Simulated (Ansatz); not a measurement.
# WS2 in Ansatz: single point with PBE

Aim: the single point of WS2 with PBE.

Everything below comes from runs of Ansatz 0.2.0. Logs are shortened: lines on timing, memory, paths and dates and some standing lists are left out, and cuts for length are marked.

### 1 The cell of the first run

The cell holds a slab with vacuum, 6 atoms: a = 3.183 Å, b = 3.183 Å, c = 23.195 Å, α = 90.00°, β = 90.00°, γ = 120.00°.

### 2 Single point, PBE (strained by -2 %)

Input file input.yaml:

```yaml
crystal:
  lattice:
    - [3.1832085602, 0.0, 0.0]
    - [-1.5916042801, 2.7567394786, 0.0]
    - [0.0, 0.0, 23.195387985]
  atoms:
    - { symbol: W, position: [0.6666666667, 0.3333333333, 0.36268246] }
    - { symbol: W, position: [0.3333333333, 0.6666666667, 0.63731754] }
    - { symbol: S, position: [0.6666666667, 0.3333333333, 0.70318389] }
    - { symbol: S, position: [0.3333333333, 0.6666666667, 0.42855817] }
    - { symbol: S, position: [0.6666666667, 0.3333333333, 0.57144183] }
    - { symbol: S, position: [0.3333333333, 0.6666666667, 0.29681611] }
hamiltonian:
  xc: pbe
  pseudopotentials: { kind: paw }
kpoints:
  mp_grid: { grid: [7, 7, 2] }
scf:
  occupations: { method: fermi_dirac, width: 0.05 }
output:
  forces: true
  stress: true
  eigenvalues: true
```

Potentials or basis: Ansatz PAW.

Launch:

```bash
$ ansatz run input.yaml --threads 2 --pin off --max-ram 5632MiB --backend cpu --events-out ev --progress --plain --runs-dir out
```

The log of the run:

```text
Warning: RAYON_NUM_THREADS=2 ignored (pool sized by the plan → 2); use --threads N
Engine: ansatz 0.2.0, x86_64-unknown-linux-gnu
Pseudopotentials: kind: paw
Pseudopotential: W, paw, valence charge 14, recommended cutoff 420 eV (normal), W.paw.azcp
Pseudopotential: S, paw, valence charge 6, recommended cutoff 420 eV (normal), S.paw.azcp
Functional definition: PBE
  parameter kappa = 0.804
  parameter beta = 0.06672455060314922
  exchange = pbe_x(kappa = kappa, mu = beta*pi^2/3)
  correlation = pbe_c(beta = beta)
Crystal: 6 atoms, lattice volume = 203.546 Å³
Basis set: ecut = 420 eV, 3989 PW (Γ), exchange–correlation on 48×48×320 points (8 copies of the dense FFT grid, shifted against one another)
Bands: 32, of which v1, the nominal top of the filled ones, is band 26 counted from 1 (25 counted from 0)
Symmetry: 12 space group operations
Space group: P-3m1 (ITA 164), of the structure as read, at distance tolerance 5.9e-5 Å
k-points: 16 of 98
Non-local potential: W, projectors of the file, l = 0: 3, l = 1: 2, l = 2: 2, l = 3: 1
Non-local potential: S, projectors of the file, l = 0: 2, l = 1: 2, l = 2: 2
PAW form: soft (Blöchl's): semilocal exchange-correlation on the pseudo side does not see the compensation charge
PAW one-centre angular grid: W, 590 points (default); XC on 64 Gauss nodes
PAW one-centre angular grid: S, 110 points (default); XC on 64 Gauss nodes
Initial density: superposition of atomic densities (neutral atoms: chi_scale 0, normalization atom), corrected by the library's trained network
Initial wavefunctions: pseudopotential atomic-orbital guess
Functional: x = pbe(κ = 0.804, μ = 0.2195149727645171), c = pbe(β = 0.06672455060314922)
SCF iter   1: F=—  HF=-24382.771271 eV  |F-HF|=—  |Δ(HF+E_count)|=         —  Δρ=4.07e-3  dr2=4.85e-2  ethr=1.77e-3  ⟨swp⟩=8.3  Hψ=2670  notcnv=0
preconditioner: auto → none  [insulator: Δε(μ)=1.554 eV  Ē_g=8.455 eV  σ=0.050 eV  W_gap=1.00  n_scr=16 (ndim 8)  ℏωp=15.6 eV  f_vac=0.455  D(μ)=0.00/eV (n_scr^D=0)  ε∞_Penn≈4.4]
SCF iter   2: F=—  HF=-24382.806557 eV  |F-HF|=—  |Δ(HF+E_count)|=   3.53e-2  Δρ=4.67e-3  dr2=2.81e-1  ethr=9.32e-5  ⟨swp⟩=4.6  Hψ=1490  notcnv=0  defer=4
SCF iter   3: F=—  HF=-24382.779544 eV  |F-HF|=—  |Δ(HF+E_count)|=   2.70e-2  Δρ=2.07e-3  dr2=5.55e-2  ethr=9.32e-5  ⟨swp⟩=3.9  Hψ=1280  notcnv=0  defer=4
SCF iter   4: F=—  HF=-24382.775302 eV  |F-HF|=—  |Δ(HF+E_count)|=   4.24e-3  Δρ=1.42e-3  dr2=3.33e-3  ethr=9.32e-5  ⟨swp⟩=2.1  Hψ=726  notcnv=0  defer=4
SCF iter   5: F=—  HF=-24382.777783 eV  |F-HF|=—  |Δ(HF+E_count)|=   2.48e-3  Δρ=4.65e-4  dr2=1.29e-4  ethr=6.41e-6  ⟨swp⟩=2.0  Hψ=689  notcnv=0  defer=4
SCF iter   6: F=—  HF=-24382.778089 eV  |F-HF|=—  |Δ(HF+E_count)|=   3.06e-4  Δρ=1.17e-4  dr2=1.57e-5  ethr=2.48e-7  ⟨swp⟩=2.3  Hψ=903  notcnv=0  defer=4
SCF iter   7: F=—  HF=-24382.777858 eV  |F-HF|=—  |Δ(HF+E_count)|=   2.31e-4  Δρ=1.87e-5  dr2=6.13e-7  ethr=3.02e-8  ⟨swp⟩=2.2  Hψ=870  notcnv=0  defer=4
SCF iter   8: F=-24382.777858 eV  HF=-24382.777858 eV  |F-HF|=8.25e-8  |Δ(HF+E_count)|=   4.73e-7  Δρ=3.94e-6  dr2=1.57e-8  ethr=1.92e-10  ⟨swp⟩=9.2  Hψ=2711  notcnv=0
SCF 1 converged in 8 iterations: F = -24382.777858 eV  dr2 = 1.57e-8
SCF converged after 8 iterations
Free energy (F): -24382.777858 eV
Harris-Foulkes:  -24382.777858 eV  (|F-HF|=8.25e-8)
Internal energy: -24382.777858 eV  (E = F + TS)
E sigma→0 (E₀):  -24382.777858 eV
Entropy (-TS):   -0.000000 eV (-0.000 meV/atom)
Fermi energy:    4.250638 eV
--- Per-component energies (eV) ---
  E_band       = -791.875436
  E_kinetic    = 1336.069554
  E_local      = -29983.896422  (includes V_loc(G=0)·N_el)
  E_nonlocal   = 114.854959
  E_hartree    = 14421.505911
  E_xc         = -925.424561
  E_vxc        = -831.492602  (∫ρ·V_xc dr)
  E_paw        = -19526.524704  (= ΣΔE_a)
  E_vpaw       = -270.435310  (= ΣTr[D̂ρ^β])
  E_aug_tail   = -0.000114  (compensation charges beyond the density's cutoff)
  E_ewald      = 10180.637520
  E_smearing   = -0.000000  (= −TS)
  E_closure    = -0.000000  (closes the sum)
  Σ components = -24382.777858   (vs F -24382.777858, Δ=0.00e0)
--- Forces (eV/Å), atoms counted from 1 ---
  atom   1  W      0.00000000    -0.00000000    -0.01428663
  atom   2  W      0.00000000     0.00000000     0.01428663
  atom   3  S      0.00000000    -0.00000000     0.92566745
  atom   4  S      0.00000000     0.00000000     0.86686374
  atom   5  S     -0.00000000    -0.00000000    -0.86686374
  atom   6  S     -0.00000000     0.00000000    -0.92566745
  max |Σ_I F_I| component: 2.22e-16 eV/Å
--- Stress (GPa, compression-positive) ---
        1.917994       0.000000       0.000000
       -0.000000       1.917994       0.000000
        0.000000       0.000000       4.678050
  P = ⅓ Tr σ = 2.8380 GPa (28.380 kbar)
--- Band table (eV; the first three rows and the last of 16) ---
  k-point 0: bands = ["-70.8610", "-70.8610", "-35.1548", "-35.1548", "-35.0159", "-35.0159", "-35.0159", "-35.0159", "-11.9055", "-11.8454", "-10.1265", "-10.0036", "-3.5552", "-3.2021", "-0.0600", "-0.0600", "-0.0566", "-0.0566", "0.6452", "1.2367", "1.2367", "1.2499", "1.2499", "1.4774", "2.9977", "3.5212", "5.9449", "5.9449", "5.9470", "5.9470", "6.1960", "6.1960"]
  k-point 1: bands = ["-70.8610", "-70.8610", "-35.1548", "-35.1548", "-35.0159", "-35.0159", "-35.0159", "-35.0159", "-11.9055", "-11.8454", "-10.1265", "-10.0036", "-3.5553", "-3.2021", "-0.0600", "-0.0600", "-0.0566", "-0.0566", "0.6452", "1.2367", "1.2367", "1.2499", "1.2499", "1.4774", "2.9977", "3.5212", "5.9449", "5.9449", "5.9469", "5.9469", "6.1960", "6.1960"]
  k-point 2: bands = ["-70.8578", "-70.8578", "-35.1428", "-35.1427", "-35.0816", "-35.0816", "-35.0311", "-35.0311", "-11.5729", "-11.5131", "-10.0131", "-9.9019", "-3.1833", "-2.8339", "-0.8065", "-0.7942", "-0.1526", "0.1647", "0.2629", "0.2709", "0.7698", "0.7861", "1.5304", "1.9202", "2.8126", "3.0603", "5.5772", "5.7656", "5.8190", "5.9075", "5.9742", "5.9801"]
  k-point 15: bands = ["-70.8425", "-70.8425", "-35.2929", "-35.2929", "-35.1982", "-35.1982", "-35.0850", "-35.0850", "-9.5485", "-9.5290", "-9.3029", "-9.2842", "-2.7232", "-2.6821", "-2.6765", "-2.6547", "-1.2336", "-1.2073", "-0.8621", "-0.7226", "-0.3974", "-0.2407", "0.9087", "1.0054", "2.6811", "2.7298", "5.1201", "5.1438", "6.3979", "6.7641", "6.7828", "6.9852"]
```

Wall time 3.7 s (2 threads of Intel Xeon at 2.70GHz, shared host); peak memory 0.52 GiB.

What came out:

```yaml
Free_energy: -24382.7779 eV
Largest_force: 0.926 eV/Å
Band_gap_on_the_k_mesh: 1.59 eV, indirect (least direct gap 2.39 eV)
```

Forces in eV/Å, atoms in the order of the input:
```
W    0.000  0.000 -0.014
W    0.000  0.000  0.014
S    0.000  0.000  0.926
S    0.000  0.000  0.867
S    0.000  0.000 -0.867
S    0.000  0.000 -0.926
```

Stress tensor (GPa, compression positive):
```
1.92 0.00 0.00
0.00 1.92 0.00
0.00 0.00 4.68
```

Caveat: odd divisions of the mesh miss points on the zone boundary, where band edges often lie, so the gap on the mesh can be too wide; spin-orbit coupling is left out, which moves the levels of the heavy elements.
